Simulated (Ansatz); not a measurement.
Given:

GeTe:
```yaml
crystal:
  lattice:
    - [2.06608, 1.19285, 3.46509]
    - [-2.06608, 1.19285, 3.46509]
    - [0.00000, -2.38570, 3.46509]
  atoms:
    - { symbol: Ge, position: [0.23785, 0.23785, 0.23785] }
    - { symbol: Te, position: [0.76215, 0.76215, 0.76215] }
```

This is the LDA-relaxed structure. Cartesian axes are those of the cell as given.

Problem. All from the program Ansatz at the LDA level (PAW), unless another level is named. Give the Debye temperature from the elastic constants.

Solution. 259 K.

Problem. Next, the piezoelectric stress constants (proper, relaxed ions, C/m²)?

Solution. e15 = e24 = -4.71, e16 = e21 = -0.18, e22 = 0.18, e33 = -2.54.

Problem. Give the highest zone-centre frequency (without LO–TO term).

Solution. 15.7 meV.

Space group R3m. The cell was relaxed with LDA under the symmetry of its start; of distortions, only those at the zone centre were tested. Scalar-relativistic: spin–orbit coupling is off unless named, which matters more the heavier the elements.

Potentials: the later of the program's two PAW sets.
